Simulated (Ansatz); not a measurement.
**RbBr: response to strain**

Base system: RbBr in the rock salt structure (space group Fm-3m, No. 225; a = 6.8433 Å).

Strains are applied to the cell and any free atomic positions relax.

Level of theory: Kohn–Sham DFT with the PBEsol functional, run in Ansatz (a first-principles code) with PAW and 420 eV plane waves, no SOC.

Notes on the quantities. energy relative to the base: free energy F.

```tsv
isotropic strain (%)	energy relative to the base (meV/atom)
-3	16.2
-2.5	11.0
-1	1.7
-0.5	0.4
0	0.0
0.5	0.4
1	1.4
2.5	?
3	12.3
```

**Question.** Fit ΔE = Aε² + Bε³ (ε in %) to the rows shown and predict the withheld row.

**Answer.** Least squares on the printed values gives A = 1.58 and B = -0.072 meV/atom (largest residual 0.1 meV/atom); this predicts 8.8 meV/atom, and the run gives 8.7 meV/atom, in agreement.

Stability against distortions was not tested.
